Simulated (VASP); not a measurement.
# PbSe (Pm-3m) in VASP: notebook

One crystal, PbSe, is run at these levels: PBEsol; tasks: single point.

Everything below comes from runs of VASP 6.6.1. Logs are shortened: lines on timing, memory, paths and dates and some standing lists are left out, and cuts for length are marked.

## Step 1: The structure

The structure is cubic, space group Pm-3m (No. 221). The conventional cell has a = 3.784 Å, b = 3.784 Å, c = 3.784 Å, α = 90.00°, β = 90.00°, γ = 90.00°. Around Pb (site symmetry m-3m) lie 8 Se at 3.28 Å. Se (site symmetry m-3m) is surrounded by 8 Pb at 3.28 Å.

Measurements of this composition are mostly on another form, of space group No. 225.

## Step 2: Single point, PBEsol

Input file INCAR:

```
SYSTEM = PbSe
  ADDGRID = .False.
  ALGO = Normal
  EDIFF = 1E-6
  ENCUT = 460
  GGA = PS
  ISIF = 2
  ISMEAR = 0
  LASPH = .True.
  LCHARG = .False.
  LREAL = .False.
  LWAVE = .False.
  NELM = 100
  PREC = Accurate
  SIGMA = 0.01
```

Input file KPOINTS:

```
k-points
0
Gamma
  5 5 5
  0 0 0
```

Input file POSCAR:

```
PbSe
1.0
    3.7843220000      0.0000000000      0.0000000000
    0.0000000000      3.7843220000      0.0000000000
    0.0000000000      0.0000000000      3.7843220000
Pb Se
1 1
Direct
    0.0499830000      0.0304240000      0.0268320000
    0.4857650000      0.4915870000      0.4882140000
```

Potentials or basis: VASP PAW PBE potentials, release 64 (Pb_d, Se).

On the command line:

```bash
$ cat potpaw_PBE.64/Pb_d/POTCAR potpaw_PBE.64/Se/POTCAR > POTCAR
$ mpirun -np 1 vasp_std > vasp.out
```

OUTCAR:

```text
SYSTEM = PbSe
   EDIFF = 1E-6
   ENCUT = 460
   GGA = PS
   ISIF = 2
   ISMEAR = 0
   LASPH = .True.
   LREAL = .False.
   NELM = 100
   PREC = Accurate

 Found     63 irreducible k-points:

 Following reciprocal coordinates:
            Coordinates               Weight
  0.000000  0.000000  0.000000      1.000000
  0.200000  0.000000  0.000000      2.000000
  0.000000  0.200000  0.000000      2.000000
  0.000000  0.000000  0.200000      2.000000
  0.400000  0.000000  0.000000      2.000000
  0.000000  0.400000  0.000000      2.000000
   k-points           NKPTS =     63   k-points in BZ     NKDIM =     63   number of bands    NBANDS=     14
   number of dos      NEDOS =    301   number of ions     NIONS =      2
   total plane-waves  NPLWV =  21952
   dimension x,y,z NGX =    28 NGY =   28 NGZ =   28
   dimension x,y,z NGXF=    56 NGYF=   56 NGZF=   56
   ions per type =               1   1
   NGX,Y,Z   is equivalent  to a cutoff of  12.30, 12.30, 12.30 a.u.
   NGXF,Y,Z  is equivalent  to a cutoff of  24.60, 24.60, 24.60 a.u.
 SYSTEM =  PbSe
   PREC   = accura    normal or accurate (medium, high low for compatibility)
   ISTART =      0    job   : 0-new  1-cont  2-samecut
   ICHARG =      2    charge: 1-file 2-atom 10-const
   ISPIN  =      1    spin polarized calculation?
   LNONCOLLINEAR =      F non collinear calculations
   LSORBIT =      F    spin-orbit coupling
   LASPH  =      T    aspherical Exc in radial PAW
   ENCUT  =  460.0 eV  33.81 Ry    5.81 a.u.   6.62  6.62  6.62*2*pi/ulx,y,z
   NELM   =    100;   NELMIN=  2; NELMDL= -5     # of ELM steps
   EDIFF  = 0.1E-05   stopping-criterion for ELM
   LREAL  =      F    real-space projection
   EDIFFG = 0.1E-04   stopping-criterion for IOM
   NSW    =      0    number of steps for IOM
   IBRION =     -1    ionic relax: 0-MD 1-quasi-New 2-CG
   NFREE  =      0    steps in history (QN), initial steepest desc. (CG)
   ISIF   =      2    stress and relaxation
   ISYM   =      2    0-nonsym 1-usesym 2-fastsym
   POTIM  = 0.5000    time-step for ionic-motion
   TEBEG  =    0.0;   TEEND  =   0.0 temperature during run
   PSTRESS=    0.0 pullay stress
   NELECT =      20.0000    total number of electrons
   NUPDOWN=      -1.0000    fix difference up-down
   EMIN   =  10.00;   EMAX   =-10.00  energy-range for DOS
   EFERMI =   0.00;   METHOD = LEGACY
   ISMEAR =     0;   SIGMA  =   0.01  broadening in eV -4-tet -1-fermi 0-gaus
   EFERMI_NEDOS =   21; number of points for ismear=-14 and -15
   IALGO  =     38    algorithm
   IMIX   =      4    mixing-type and parameters
     AMIX     =   0.40;   BMIX     =  1.00
     AMIX_MAG =   1.60;   BMIX_MAG =  1.00
  volume/ion in A,a.u.               =      27.10       182.87
  Fermi-wavevector in a.u.,A,eV,Ry     =   1.174258  2.219025 18.760817  1.378881
  Thomas-Fermi vector in A             =   2.310658
   LORBIT       =      0    0 simple, 1 ext, 2 COOP (PROOUT), +10 PAW based schemes
   GGA     = PS    functional components
   LHFCALC =     F    Hartree Fock is set to
   AEXX    =    0.0000 exact exchange contribution
   IVDW    =     0    specifies the selected vdW correction
   LEPSILON=     F    determine dielectric tensor
   LRPA    =     F    only Hartree local field effects (RPA)
 non-spin polarized calculation
 Gauss-broadening in eV      SIGMA  =   0.01
  energy-cutoff  :      460.00
  volume of cell :       54.20
 maximum number of plane-waves:      1233
   NGX = 13   NGY = 13   NGZ = 13

 number of electron      19.9999999 magnetization

 Free energy of the ion-electron system (eV)
  ---------------------------------------------------
  ext. energy  EPLUGINS =         0.00000000
  ---------------------------------------------------
  free energy    TOTEN  =        -8.49669250 eV

  energy without entropy =       -8.49669250  energy(sigma->0) =       -8.49669250

 E-fermi :   5.1889     XC(G=0): -10.0902

 val. band max:        5.1381245747   @ k =  -0.2000   0.2000   0.2000
 cond. band min:       5.3459808802   @ k =  -0.4000   0.4000   0.4000
 fundamental gap:      0.2078563055
 Fermi energy:         5.1888676198

 k-point     1 :       0.0000    0.0000    0.0000
  band No.  band energies     occupation
      1     -11.6485      2.00000
      2     -11.6400      2.00000
      3     -11.4978      2.00000
      4     -11.4976      2.00000
      5     -11.4868      2.00000
      6      -8.0914      2.00000
      7      -1.8025      2.00000
      8       3.6261      2.00000
      9       3.7004      2.00000
     10       3.7984      2.00000
     11       9.4278      0.00000
     12       9.7637      0.00000
     13      11.4510      0.00000
     14      11.7774      0.00000

 k-point     2 :       0.2000    0.0000    0.0000
  band No.  band energies     occupation
      1     -11.6377      2.00000
      2     -11.6084      2.00000
      3     -11.5125      2.00000
      4     -11.5117      2.00000
      5     -11.4872      2.00000
      6      -7.8106      2.00000
      7      -2.3593      2.00000
      8       3.5944      2.00000
      9       3.9859      2.00000
     10       4.0118      2.00000
     11       8.6749      0.00000
     12       9.7889      0.00000
     13      10.5121      0.00000
     14      11.1949      0.00000
[... 37 lines left out ...]
      1     -11.6339      2.00000
      2     -11.5497      2.00000
      3     -11.5359      2.00000
      4     -11.5311      2.00000
      5     -11.4853      2.00000
      6      -7.2013      2.00000
      7      -3.4481      2.00000
      8       4.1378      2.00000
      9       4.6707      2.00000
     10       4.6728      2.00000
     11       6.2777      0.00000
     12       8.9719      0.00000
     13       9.0590      0.00000
     14      11.3783      0.00000

 k-point     6 :       0.0000    0.4000    0.0000
  band No.  band energies     occupation
      1     -11.6399      2.00000
      2     -11.5447      2.00000
      3     -11.5338      2.00000
      4     -11.5280      2.00000
      5     -11.4911      2.00000
      6      -7.1591      2.00000
      7      -3.5479      2.00000
      8       4.1508      2.00000
      9       4.7175      2.00000
     10       4.7707      2.00000
     11       6.3249      0.00000
     12       8.8676      0.00000
     13       8.9986      0.00000
     14      11.4380      0.00000

 [... further k-points ...]

------------------------ aborting loop because EDIFF is reached ----------------------------------------

  FORCE on cell =-STRESS in cart. coord.  units (eV):
  Direction    XX          YY          ZZ          XY          YZ          ZX
  --------------------------------------------------------------------------------------
  -------------------------------------------------------------------------------------
  Total       -0.3889464     -0.5760734     -0.5770473      0.1557904      0.1168445      0.1550646
  in kB      -11.4983656    -17.0303734    -17.0591628      4.6056090      3.4542581      4.5841524
  external PRESSURE =     -15.1959673 kB  Pullay stress =       0.0000000 kB

 VOLUME and BASIS-vectors are now :
 -----------------------------------------------------------------------------
  energy-cutoff  :      460.00
  volume of cell :       54.20
      direct lattice vectors                 reciprocal lattice vectors
     3.784322000  0.000000000  0.000000000     0.264248127  0.000000000  0.000000000
     0.000000000  3.784322000  0.000000000     0.000000000  0.264248127  0.000000000
     0.000000000  0.000000000  3.784322000     0.000000000  0.000000000  0.264248127

 POSITION                                       TOTAL-FORCE (eV/Angst)
 -----------------------------------------------------------------------------------
      0.18915      0.11513      0.10154         0.145462      0.101922      0.101414
      1.83829      1.86032      1.84756        -0.145462     -0.101922     -0.101414
 -----------------------------------------------------------------------------------
    total drift:                               -0.000624     -0.000329     -0.000303

  FREE ENERGIE OF THE ION-ELECTRON SYSTEM (eV)
  ---------------------------------------------------
  free  energy   TOTEN  =        -8.4966924985 eV

  energy  without entropy=       -8.4966924985  energy(sigma->0) =       -8.49669250
```

OSZICAR:

```text
N       E                     dE             d eps       ncg     rms          rms(c)
DAV:   1     0.143023171054E+03    0.14302E+03   -0.87406E+03  1764   0.140E+03
DAV:   2     0.267577605253E+01   -0.14035E+03   -0.13731E+03  1818   0.338E+02
DAV:   3    -0.865220556901E+01   -0.11328E+02   -0.10994E+02  2340   0.982E+01
DAV:   4    -0.888866228641E+01   -0.23646E+00   -0.23636E+00  1940   0.168E+01
DAV:   5    -0.889623855468E+01   -0.75763E-02   -0.75760E-02  2506   0.305E+00    0.280E+00
DAV:   6    -0.851145475977E+01    0.38478E+00   -0.10364E+00  2660   0.857E+00    0.160E+00
DAV:   7    -0.849882891017E+01    0.12626E-01   -0.13524E-01  1962   0.215E+00    0.797E-01
DAV:   8    -0.849706123664E+01    0.17677E-02   -0.13209E-02  2202   0.139E+00    0.952E-02
DAV:   9    -0.849668541197E+01    0.37582E-03   -0.29259E-03  2294   0.468E-01    0.611E-02
DAV:  10    -0.849669095585E+01   -0.55439E-05   -0.21531E-04  1992   0.106E-01    0.185E-02
DAV:  11    -0.849669315907E+01   -0.22032E-05   -0.19652E-05  2334   0.437E-02    0.102E-02
DAV:  12    -0.849669249848E+01    0.66059E-06   -0.14139E-06  1212   0.178E-02
   1 F= -.84966925E+01 E0= -.84966925E+01  d E =-.593064E-15
```

stdout:

```text
POSCAR found type information on POSCAR PbSe
 POSCAR found :  2 types and       2 ions
 scaLAPACK will be used
 -----------------------------------------------------------------------------
|                                                                             |
|                                                                             |
|     You enforced a specific xc type in the INCAR file but a different       |
|     I HOPE YOU KNOW WHAT YOU ARE DOING!                                     |
|                                                                             |
 -----------------------------------------------------------------------------

 LDA part: xc-table for (Slater+PW92), standard interpolation
 POSCAR, INCAR and KPOINTS ok, starting setup
 FFT: planning ... GRIDC
 FFT: planning ... GRID_SOFT
 FFT: planning ... GRID
 WAVECAR not read
 entering main loop
```

Run time: 29 s. Hardware: 1 thread of Intel Xeon Platinum 8488C (Sapphire Rapids), shared host; peak memory 0.18 GiB.

The run converged, but some of its settings lie outside the range that counts as converged, so its numbers aren't taken as properties of the crystal.

What came out:

```yaml
Free_energy: -8.4967 eV
Pressure: -1.5 GPa
Largest_force: 0.205 eV/Å
Band_gap_on_the_k_mesh: 0.21 eV, indirect (least direct gap 1.55 eV)
```

Caveat: the PAW data sets were made with another functional, which shifts forces and pressure a little; spin-orbit coupling is left out, which as a rule narrows the gap of such compounds by several tenths of an eV; an odd mesh through Γ misses points on the zone boundary, where band edges often lie.

[end of part 1 of 2]
